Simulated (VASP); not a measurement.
## MgO: O into a neighbouring O vacancy

Wanted: the minimum-energy path in MgO for this move: O into a neighbouring O vacancy. The start is a computed cell from the Materials Project.

Program: VASP 6.6.1. Level of theory: PBEsol; plane waves and PAW (Mg, O). Results are calculated unless marked as measured.

Most raw output is cut from this account.

### 1. The host crystal

Symmetry: Fm-3m, No. 225, cubic system. Conventional cell: a = 4.194 Å, b = 4.194 Å, c = 4.194 Å, α = 90.00°, β = 90.00°, γ = 90.00°. Nearest to Mg lie 6 O at 2.10 Å. O has 6 Mg at 2.10 Å nearest. Farther neighbours and most contacts between anions are not listed.

Coordinates:

```cif
data_structure
_symmetry_space_group_name_H-M 'P 1'
_symmetry_Int_Tables_number 1
_cell_length_a 2.9656
_cell_length_b 2.9656
_cell_length_c 2.9656
_cell_angle_alpha 60.000
_cell_angle_beta 60.000
_cell_angle_gamma 60.000
_cell_volume 18.44
loop_
_atom_site_label
_atom_site_type_symbol
_atom_site_fract_x
_atom_site_fract_y
_atom_site_fract_z
_atom_site_occupancy
Mg1 Mg 0.00000 0.00000 0.00000 1
O2 O 0.50000 0.50000 0.50000 1
```

### 2. Relax the host

First cell and atoms are relaxed at a raised cutoff, so that later runs start from this functional's own cell.

INCAR reads:

```
SYSTEM = MgO
PREC = Accurate
ENCUT = 520
EDIFF = 1E-06
NELM = 120
ISMEAR = 0
SIGMA = 0.1
LREAL = .FALSE.
ALGO = Normal
GGA = PS
NBANDS = 10
LORBIT = 11
LWAVE = .FALSE.
LCHARG = .FALSE.
KPAR = 6
LASPH = .TRUE.
IBRION = 2
NSW = 40
ISIF = 3
EDIFFG = -0.02
POTIM = 0.4
```

POSCAR reads:

```
MgO
1.0
    0.0000000000      2.0970013927      2.0970013927
    2.0970013927      0.0000000000      2.0970013927
    2.0970013927      2.0970013927      0.0000000000
Mg O
1 1
Direct
    0.0000000000      0.0000000000      0.0000000000
    0.5000000000      0.5000000000      0.5000000000
```

KPOINTS reads:

```
Automatic mesh
0
Gamma
8 8 8
0 0 0
```

Potentials, in the order of the species: Mg and O (PBE family, release 64).

Started as:

```bash
$ mpirun -np 6 vasp_std
```

Wall time 2.6 s (6 MPI ranks of AMD EPYC 9R45, shared host); peak memory 0.68 GiB.

The gap is read on the k-mesh alone, so it is an upper bound where the band edges lie off the mesh. The PAW data sets were made with PBE, which is usual practice but a small mismatch for other functionals. The run keeps the 48 symmetry operations of its start, so it cannot find a distortion of lower symmetry.

Step by step:

| step | energy less that of the first step (eV) | largest force (eV/Å) | pressure (GPa) | volume (Å³) |
| --- | --- | --- | --- | --- |
| 1 | 0.0000 | 0.0000 | 1.84 | 18.44 |
| 2 | -0.0012 | 0.0000 | -0.16 | 18.67 |

| conventional cell, symmetrised | before | after | change |
| --- | --- | --- | --- |
| a (Å) | 4.194 | 4.211 | +0.4 % |
| b (Å) | 4.194 | 4.211 | +0.4 % |
| c (Å) | 4.194 | 4.211 | +0.4 % |
| volume (Å³/atom) | 9.22 | 9.34 | +1.2 % |

Final coordinates:

```cif
data_structure
_symmetry_space_group_name_H-M 'P 1'
_symmetry_Int_Tables_number 1
_cell_length_a 2.9777
_cell_length_b 2.9777
_cell_length_c 2.9777
_cell_angle_alpha 60.000
_cell_angle_beta 60.000
_cell_angle_gamma 60.000
_cell_volume 18.67
loop_
_atom_site_label
_atom_site_type_symbol
_atom_site_fract_x
_atom_site_fract_y
_atom_site_fract_z
_atom_site_occupancy
Mg1 Mg 0.00000 0.00000 0.00000 1
O2 O 0.50000 0.50000 0.50000 1
```

Numbers from this step:

```yaml
electronic_cycles: 17
electrons: 8
free_energy_toten: -12.51 eV
fermi_energy: 3.556 eV
labelled_metallic_from_the_levels_on_this_mesh: no
gap_on_the_k_mesh: 4.641 eV
least_direct_gap_on_the_k_mesh: 4.641 eV
```

The run ended after 2 ionic steps, 0.001 eV below its first step, once forces and stress met EDIFFG = -0.02.

### 3. Relax the start

System of this step: Mg27O26. The cell holds 53 atoms: 27 Mg and 26 O. Its edges and angles: a = 8.933 Å, b = 8.933 Å, c = 8.933 Å, α = 60.0°, β = 60.0°, γ = 60.0°. It derives from MgO. Nearest the centre at fractional (0.167, 0.167, 0.333): Mg11 at 1.44 Å, O28 at 1.47 Å, Mg5 at 1.48 Å, O36 at 2.54 Å, O34 at 2.56 Å, Mg14 at 2.56 Å, Mg3 at 2.57 Å, Mg2 at 2.57 Å. The cell carries charge +2.

A path needs two true minima; the start is relaxed with symmetry off.

This cell carries charge +2, set by NELECT and balanced by a uniform background.

INCAR reads:

```
SYSTEM = Mg27O26
PREC = Normal
ENCUT = 400
EDIFF = 1E-05
NELM = 120
ISMEAR = 0
SIGMA = 0.05
LREAL = Auto
ALGO = Fast
GGA = PS
NELECT = 208
NBANDS = 144
LORBIT = 11
LWAVE = .FALSE.
LCHARG = .FALSE.
KPAR = 6
LASPH = .TRUE.
IBRION = 2
NSW = 60
ISIF = 2
EDIFFG = -0.05
POTIM = 0.4
MAXMIX = 40
ISYM = 0
```

POSCAR reads:

```
Mg27O26
1.0
    0.0000000000      6.3167374278      6.3167374278
    6.3167374278      0.0000000000      6.3167374278
    6.3167374278      6.3167374278      0.0000000000
Mg O
27 26
Direct
    0.0012767208     -0.0002304938      0.0013246795
    0.0042029413     -0.0027896340      0.3319969220
    0.0023471670     -0.0011928610      0.6661594309
    0.0004448542      0.3346194771     -0.0003548640
    0.0001447343      0.3316621170      0.3326727950
   -0.0013481340      0.3337554932      0.6681405685
    0.0008435659      0.6658488805     -0.0016578857
    0.0040786736      0.6657754750      0.3333519135
    0.0010248600      0.6650884448      0.6596608291
    0.3346839599     -0.0006625437     -0.0006741919
    0.3276223716      0.0045153919      0.3355234243
    0.3321729158      0.0032598030      0.6698746697
    0.3318031066      0.3353937855     -0.0036878948
    0.3301361246      0.3343673156      0.3326445105
    0.3317961823      0.3345593427      0.6652125532
    0.3324370028      0.6659599809      0.0010090034
    0.3343121094      0.6667037577      0.3351761623
    0.3349931181      0.6634192268      0.6673234331
    0.6650258183      0.0045362266     -0.0017526358
    0.6642246071      0.0014481937      0.3318216148
    0.6654579746     -0.0019011035      0.6687390684
    0.6679967963      0.3305253850     -0.0006982068
    0.6648860427      0.3298935809      0.3375187416
    0.6677316659      0.3313263072      0.6694791343
    0.6695423679      0.6645934257     -0.0004939532
    0.6623560284      0.6662855847      0.3365509526
    0.6673624475      0.6684257096      0.6645593087
    0.1618862794      0.1676629389      0.4996168064
    0.1653301106      0.1659760897      0.8368221556
    0.1681152415      0.5000344830      0.1666288630
    0.1655354104      0.5008310116      0.5019433389
    0.1651844721      0.4943555591      0.8381582117
    0.1646819498      0.8308051225      0.1687558682
    0.1664740834      0.8362565820      0.4981305030
    0.1698543707      0.8340047215      0.8322642965
    0.4956101241      0.1662619199      0.1682838418
    0.4959579747      0.1685285636      0.5036896529
    0.5008176275      0.1685470847      0.8319096608
    0.4988368072      0.4989006966      0.1678733933
    0.4986740855      0.5034342480      0.4980524945
    0.4912694602      0.5009219860      0.8372364253
    0.5014724282      0.8286917854      0.1732613708
    0.5015814226      0.8290900252      0.5002833658
    0.5010921937      0.8339255600      0.8311389330
    0.8341354118      0.1653056501      0.1667444184
    0.8326596393      0.1643312134      0.4996610629
    0.8298136752      0.1667260120      0.8332946157
    0.8308572955      0.5023053737      0.1689743131
    0.8314954719      0.5011142747      0.5005053476
    0.8312720958      0.4983906821      0.8362887534
    0.8294074831      0.8339154354      0.1687230868
    0.8367167729      0.8351022378      0.4953800190
    0.8320633540      0.8278345514      0.8351101435
```

KPOINTS reads:

```
Automatic mesh
0
Gamma
2 2 2
0 0 0
```

Started as:

```bash
$ mpirun -np 6 vasp_std
```

The job ended after 6.4 min (6 MPI ranks; peak memory 3.2 GiB).

Relaxation path:

| step | energy less that of the first step (eV) | largest force (eV/Å) |
| --- | --- | --- |
| 1 | 0.0000 | 3.0788 |
| 2 | -2.0313 | 1.1936 |
| 3 | -2.1559 | 1.1709 |
| 4 | -2.1598 | 1.2300 |
| 5 | -2.4327 | 0.2963 |
| 6 | -2.4529 | 0.1782 |
| 7 | -2.4673 | 0.0793 |
| 8 | -2.4689 | 0.0600 |
| 9 | -2.4711 | 0.0378 |

The atoms that moved most (Å):

| atom | dx | dy | dz | length |
| --- | --- | --- | --- | --- |
| Mg11 | -0.035 | 0.202 | 0.002 | 0.205 |
| Mg5 | 0.200 | -0.001 | 0.002 | 0.200 |
| Mg2 | 0.022 | -0.019 | -0.193 | 0.195 |
| Mg4 | -0.003 | -0.184 | -0.020 | 0.185 |
| Mg10 | -0.173 | 0.000 | -0.007 | 0.173 |
| Mg13 | 0.012 | 0.028 | 0.170 | 0.173 |
| O42 | 0.031 | -0.090 | 0.016 | 0.096 |
| O41 | -0.029 | 0.028 | 0.075 | 0.085 |

A gap read on the k-mesh alone can miss the band edges.

This step gave:

| Item | Value |
| --- | --- |
| electronic cycles | 77 |
| electrons | 208 |
| free energy (TOTEN) | -337.0908 eV |
| Fermi energy | 3.183 eV |
| gap on the k-mesh | 2.161 eV |
| least direct gap on the k-mesh | 2.161 eV |

The run ended after 9 ionic steps, 2.471 eV below its first step, once the forces on the free atoms met EDIFFG = -0.05.

### 4. Relax the end

The end state is relaxed in the same way, so that both ends share their errors.

This cell carries charge +2, set by NELECT and balanced by a uniform background.

INCAR is that of step 3.

POSCAR reads:

```
Mg27O26
1.0
    0.0000000000      6.3167374278      6.3167374278
    6.3167374278      0.0000000000      6.3167374278
    6.3167374278      6.3167374278      0.0000000000
Mg O
27 26
Direct
    0.0010519197     -0.0018012410      0.0017962798
    0.0024712405     -0.0002544260      0.3315951011
    0.0024031136     -0.0017408493      0.6705087830
    0.0006236326      0.3324801564     -0.0010225069
    0.0000557261      0.3338284166      0.3331825334
    0.0030486304      0.3284649684      0.6662448004
    0.0049522968      0.6658852762     -0.0029330545
   -0.0020011741      0.6657162529      0.3358447687
   -0.0049560448      0.6680154865      0.6744097788
    0.3322439830     -0.0038332261      0.0013647432
    0.3342809247      0.0029350160      0.3309322334
    0.3275839452      0.0058814265      0.6638316061
    0.3379167300      0.3292821919     -0.0010700704
    0.3336735407      0.3387822861      0.3296207371
    0.3290399313      0.3388071393      0.6675887997
    0.3323582975      0.6636344535      0.0009004088
    0.3283744303      0.6706881117      0.3352236285
    0.3311354328      0.6681068582      0.6668142661
    0.6654946003     -0.0025340957      0.0007495041
    0.6665041922     -0.0008941660      0.3328407452
    0.6673053180      0.0017461603      0.6650999977
    0.6659095749      0.3319856001      0.0003244330
    0.6663196632      0.3353229092      0.3296767106
    0.6678633387      0.3332740987      0.6631084706
    0.6621992435      0.6647407078      0.0032005833
    0.6641759331      0.6646855310      0.3366458945
    0.6625544014      0.6672132048      0.6685591158
    0.1665533532      0.1674215265      0.1662149086
    0.1711235871      0.1603016138      0.8346142804
    0.1695220923      0.4960211966      0.1657706140
    0.1655201773      0.5009573400      0.5000712241
    0.1661700715      0.5026456147      0.8314658825
    0.1661557152      0.8340881842      0.1644240222
    0.1642340178      0.8330350794      0.5017073398
    0.1612667612      0.8354693256      0.8331597008
    0.4978270618      0.1689282401      0.1645302303
    0.5000614440      0.1637088213      0.5027841382
    0.4976277700      0.1612577799      0.8367604803
    0.4928309066      0.5048582959      0.1716236982
    0.4957566893      0.4986092991      0.5041171955
    0.4996493509      0.4989260330      0.8363922724
    0.4997764743      0.8306794867      0.1684289126
    0.4985530146      0.8326433528      0.5020780026
    0.5004607977      0.8301007812      0.8321582244
    0.8332142206      0.1692620087      0.1672419812
    0.8322968493      0.1652240262      0.5018688793
    0.8346108334      0.1644086365      0.8377065296
    0.8332599688      0.4985495390      0.1662402900
    0.8342020656      0.4982101671      0.4995688152
    0.8315685616      0.5027903391      0.8350987435
    0.8336245577      0.8375910918      0.1654231917
    0.8324754529      0.8330315422      0.4982985601
    0.8312409627      0.8353145871      0.8309888622
```

KPOINTS is that of step 3.

Started as:

```bash
$ mpirun -np 6 vasp_std
```

Run time: 6.2 min. Hardware: 6 MPI ranks; peak memory 3.2 GiB; 36 min of CPU time.

Relaxation path:

| step | energy less that of the first step (eV) | largest force (eV/Å) |
| --- | --- | --- |
| 1 | 0.0000 | 3.3291 |
| 2 | -2.1033 | 1.4045 |
| 3 | -2.2518 | 1.0895 |
| 4 | -2.2567 | 1.1754 |
| 5 | -2.5346 | 0.2920 |
| 6 | -2.5543 | 0.1839 |
| 7 | -2.5711 | 0.1133 |
| 8 | -2.5728 | 0.0845 |
| 9 | -2.5758 | 0.0471 |

The atoms that moved most (Å):

| atom | dx | dy | dz | length |
| --- | --- | --- | --- | --- |
| Mg12 | -0.019 | 0.230 | -0.005 | 0.231 |
| Mg6 | 0.217 | -0.017 | 0.006 | 0.218 |
| Mg3 | -0.009 | -0.041 | -0.192 | 0.196 |
| Mg11 | -0.182 | 0.006 | -0.026 | 0.184 |
| Mg5 | -0.004 | -0.182 | -0.007 | 0.182 |
| Mg14 | -0.007 | 0.017 | 0.142 | 0.143 |
| O29 | -0.008 | -0.078 | 0.008 | 0.079 |
| O47 | -0.053 | -0.034 | 0.041 | 0.075 |

This step gave:

* electronic cycles: 75
* free energy (TOTEN): -337.0904 eV
* Fermi energy: 3.180 eV
* gap on the k-mesh: 2.163 eV
* least direct gap on the k-mesh: 2.163 eV

The run ended after 9 ionic steps, 2.576 eV below its first step, once the forces on the free atoms met EDIFFG = -0.05.

[end of part 1 of 2]

[Lines on the potential files, build, host, timing and source positions are cut from VASP's logs without a mark.]

[Logs are printed without paths, hosts, clocks, repeated set-up lines and the standing remarks that a program may print on its own settings, such as how far it seeks lower states.]

[Hosts, paths, dates, database ids (printed as entryN), source tags and the programs' standing remarks are cut or masked in the printed files.]

[Runs that stopped without an error message from VASP are left out.]
